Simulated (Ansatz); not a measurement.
Band structure of N

```
N
1.0
     5.64900    0.00000    0.00000
     0.00000    5.64900    0.00000
     0.00000    0.00000    5.64900
N
4
Direct
  0.03000 0.03000 0.03000
  0.47000 0.97000 0.53000
  0.53000 0.47000 0.97000
  0.97000 0.53000 0.47000
```

Atom numbers follow the list: N1, N2, N3, N4.

The conventional cell has a = 5.649 Å, b = 5.649 Å, c = 5.649 Å, α = 90.00°, β = 90.00°, γ = 90.00°. N (atom 1) is surrounded by 12 N at 3.78 to 4.25 Å.

The geometry is COD entry 9012480, unchecked; take it as a test cell.

All numbers below come from DFT, PBE, all-electron LAPW, scalar-relativistic (Ansatz 0.2.0).

The runs use a Γ-centred 4×4×4 k mesh, Fermi–Dirac smearing of 0.02 eV, basis error target 1 meV/atom, no spin polarisation.

Points in fractions of the reciprocal vectors of this cell: Γ (0, 0, 0), X (0, 0.5, 0), M (0.5, 0.5, 0), R (0.5, 0.5, 0.5), X1 (0.5, 0, 0). The path joins them by straight lines in the order Γ–X–M–Γ–R–X–R–M–X1; legs that retrace an earlier one aren't tabulated. Energies are in eV from the Fermi level.

Problem. Is there a gap?

Solution. None at this level of theory (metallic, semimetallic, or a small gap that the functional closes).

Problem. List the levels between -5 and 5 eV at the symmetry points.

Solution. 
Γ: -0.47 (×3), -0.03 (×3), 0.01 (×2), 0.06, 0.25 (×3)
X: -0.31 (×2), -0.26 (×2), -0.16 (×2), 0.02 (×2), 0.14 (×2), 0.15 (×2)
M: -0.38 (×2), -0.31 (×2), -0.14 (×2), 0.00 (×2), 0.17 (×2), 0.21 (×2)
R: -0.55 (×4), 0.16 (×4), 0.17 (×4)
X1: -0.31 (×2), -0.26 (×2), -0.16 (×2), 0.02 (×2), 0.14 (×2), 0.15 (×2)
